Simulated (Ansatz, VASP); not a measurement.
Zn: VASP and Ansatz over several settings

```
CELL_PARAMETERS angstrom
-1.56904 1.56904 1.56904
1.56904 -1.56904 1.56904
1.56904 1.56904 -1.56904
ATOMIC_POSITIONS crystal
Zn 0.00000 0.00000 0.00000
```

This isn't the form of Zn at room conditions, which is hcp.

Single points on this cell with VASP 6.6.1 and Ansatz 0.2.0. Each row is one pair of runs. Alike in all rows: spin: off; k mesh: 12 × 12 × 12; VASP's potentials, cutoff: VASP PAW PBE potentials, release 64 (Zn), 520 eV; Ansatz's potentials, cutoff: Ansatz PAW, 420 eV.

```tsv
level	smearing	gap on the k mesh at the Fermi level (eV), VASP	gap on the k mesh at the Fermi level (eV), Ansatz	pressure (GPa), VASP	pressure (GPa), Ansatz
PBE	fermi-dirac, width 0.05 eV	none	none	-0.1	-0.3
RPBE	gaussian, width 0.1 eV	none	none	2.8	2.5
PBEsol	fermi-dirac, width 0.05 eV	none	none	-4.9	-5.2
```

Pressure (GPa): the two programs differ by at most 0.29.

A gap of «none» marks a metal or a gap that the smearing closes.

Caveats: the PAW data sets were made with another functional, which shifts forces and pressure a little (VASP); the PAW data sets come from PBE, with cores solved anew for the run's functional, which leaves a small shift of forces and pressure (Ansatz).
